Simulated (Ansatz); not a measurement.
**Phonon dispersion of TaH3**

The calculation used Ansatz, DFT PBE, scalar-relativistic, plane waves, PAW. Settings: 420 eV plane-wave cutoff, Γ-centred 6×6×12 mesh, Gaussian smearing of 0.10 eV. No spin polarisation. Phonons by linear response, acoustic sum rule imposed.

The cell, relaxed at this level:
```xyz
8
Lattice="4.9566 0.0000 0.0000 -2.4783 4.2926 0.0000 0.0000 0.0000 2.8680" Properties=species:S:1:pos:R:3 pbc="T T T"
Ta    2.4783    1.4309    2.1510
Ta    0.0000    2.8617    0.7170
H     1.1070    1.2353    0.7170
H     3.3334    0.3410    0.7170
H     2.9946    2.7163    0.7170
H    -0.5163    1.5763    2.1510
H     1.3713    3.0573    2.1510
H    -0.8551    3.9515    2.1510
```

The cell was found from a proposed guess, not taken from experiment. In a metal, frequencies and elastic constants depend on the k mesh and the smearing, soft modes and shear constants most. Some empty bands missed the eigensolver's threshold. Spin–orbit coupling is left out, which matters for heavy elements. The q mesh is coarse, so values between its points are rough.

Force constants from linear response on a 2×2×4 q mesh.

Path: Γ–M–K–Γ–A–L–H–A | L–M | H–K. Only the points of the 2×2×4 mesh were computed; the rest is interpolation, which is rough on so few points. At q = (0.000, -0.500, 0.000) a computed mode is imaginary, 52i cm⁻¹, so the cell is unstable at this level. Distance along the path (Å⁻¹), then the branches (cm⁻¹, negative for imaginary):
```
0.000  0 0 0 20 110 110 844 890 890 928 928 939 1028 1032 1032 1045 1052 1052 1176 1176 1203 1250 1250 1320
0.183  -12 18 19 35 112 112 842 880 881 937 938 941 1003 1028 1029 1040 1065 1076 1177 1178 1197 1243 1246 1307
0.366  -36 34 34 68 116 118 836 867 871 934 947 960 972 1020 1027 1027 1088 1102 1172 1180 1186 1227 1240 1277
0.549  -48 43 46 94 117 123 831 861 866 932 948 950 971 1012 1016 1026 1107 1118 1146 1182 1188 1210 1236 1255
0.732  -52 46 51 110 111 125 829 860 863 932 942 946 972 1009 1014 1027 1115 1124 1133 1183 1188 1202 1232 1251
0.838  -50 44 54 110 112 125 830 856 867 933 942 947 974 997 1012 1040 1112 1126 1134 1182 1186 1206 1230 1249
0.943  -43 38 62 109 112 124 832 850 870 936 942 949 977 981 1006 1058 1104 1129 1138 1178 1183 1212 1224 1244
1.049  -33 26 69 109 113 124 835 844 872 939 942 952 969 983 998 1075 1096 1130 1141 1175 1177 1219 1222 1235
1.154  -14 -14 72 111 111 124 839 839 872 941 941 953 964 990 990 1087 1087 1130 1143 1174 1174 1225 1225 1225
1.366  -39 33 63 99 117 123 833 850 871 936 948 951 977 977 1007 1068 1094 1127 1145 1177 1184 1210 1232 1240
1.577  -38 34 43 75 117 120 835 863 871 934 949 964 967 998 1022 1051 1084 1111 1165 1181 1187 1222 1237 1266
1.788  -17 21 21 40 112 113 841 878 879 937 939 944 999 1019 1037 1038 1065 1081 1177 1179 1195 1242 1243 1302
2.000  0 0 0 20 110 110 844 890 890 928 928 939 1028 1032 1032 1045 1052 1052 1176 1176 1203 1250 1250 1320
2.273  35 35 43 62 116 116 844 883 883 918 921 921 1040 1040 1046 1046 1046 1060 1192 1192 1209 1255 1255 1321
2.547  64 64 99 107 122 122 852 880 880 895 909 909 1037 1048 1048 1058 1058 1115 1223 1223 1226 1259 1259 1315
2.821  84 84 116 116 140 148 875 893 893 908 908 912 1029 1071 1071 1080 1080 1128 1242 1242 1250 1252 1252 1296
3.095  100 100 100 100 161 161 905 905 907 907 907 907 1076 1076 1090 1090 1090 1090 1246 1246 1246 1246 1274 1274
3.278  101 101 103 103 162 162 883 883 905 905 920 920 1067 1067 1084 1084 1093 1093 1240 1240 1245 1245 1275 1275
3.461  104 104 111 111 165 165 856 856 899 899 926 926 1049 1049 1068 1068 1097 1097 1232 1232 1243 1243 1275 1275
3.644  107 107 118 118 168 168 831 831 889 889 926 926 1034 1034 1052 1052 1100 1100 1226 1226 1243 1243 1273 1273
3.827  108 108 120 120 170 170 821 821 882 882 925 925 1030 1030 1044 1044 1101 1101 1225 1225 1244 1244 1272 1272
3.932  109 109 120 120 170 170 823 823 883 883 922 922 1031 1031 1046 1046 1097 1097 1225 1225 1245 1245 1270 1270
4.038  110 110 119 119 170 170 828 828 885 885 916 916 1032 1032 1049 1049 1086 1086 1226 1226 1248 1248 1267 1267
4.144  113 113 118 118 170 170 834 834 888 888 906 906 1034 1034 1054 1054 1074 1074 1226 1226 1251 1251 1262 1262
4.249  114 114 117 117 171 171 836 836 892 892 900 900 1035 1035 1059 1059 1065 1065 1226 1226 1254 1254 1258 1258
4.461  110 110 118 118 170 170 833 833 890 890 914 914 1032 1032 1060 1060 1079 1079 1226 1226 1248 1248 1266 1266
4.672  105 105 113 113 166 166 849 849 898 898 925 925 1042 1042 1071 1071 1091 1091 1230 1230 1244 1244 1273 1273
4.883  102 102 104 104 163 163 879 879 905 905 922 922 1064 1064 1083 1083 1093 1093 1239 1239 1244 1244 1275 1275
5.094  100 100 100 100 161 161 905 905 907 907 907 907 1076 1076 1090 1090 1090 1090 1246 1246 1246 1246 1274 1274
5.231  104 111 117 121 162 169 820 820 886 889 917 932 1025 1025 1045 1055 1084 1114 1216 1230 1234 1245 1261 1279
5.505  90 101 114 121 131 140 812 828 896 900 927 952 1007 1021 1058 1065 1066 1112 1189 1193 1226 1227 1253 1274
5.779  68 79 85 103 109 127 823 844 872 916 945 974 1002 1028 1056 1057 1075 1079 1161 1165 1203 1208 1250 1256
6.053  -42 53 54 109 111 126 830 860 860 932 947 961 964 1008 1023 1033 1106 1116 1138 1182 1188 1203 1234 1252
6.190  114 114 117 117 171 171 836 836 892 892 900 900 1035 1035 1059 1059 1065 1065 1226 1226 1254 1254 1258 1258
6.464  103 111 111 122 155 155 828 860 860 876 931 931 1026 1026 1031 1079 1079 1079 1206 1231 1231 1235 1252 1252
6.737  85 104 104 114 114 123 844 846 846 922 944 944 1031 1031 1033 1066 1087 1087 1174 1194 1194 1228 1228 1240
7.011  55 55 74 108 108 123 842 842 862 936 945 945 1015 1015 1015 1078 1078 1090 1150 1182 1182 1217 1217 1236
7.285  -14 -14 72 111 111 124 839 839 872 941 941 953 964 990 990 1087 1087 1130 1143 1174 1174 1225 1225 1225
```
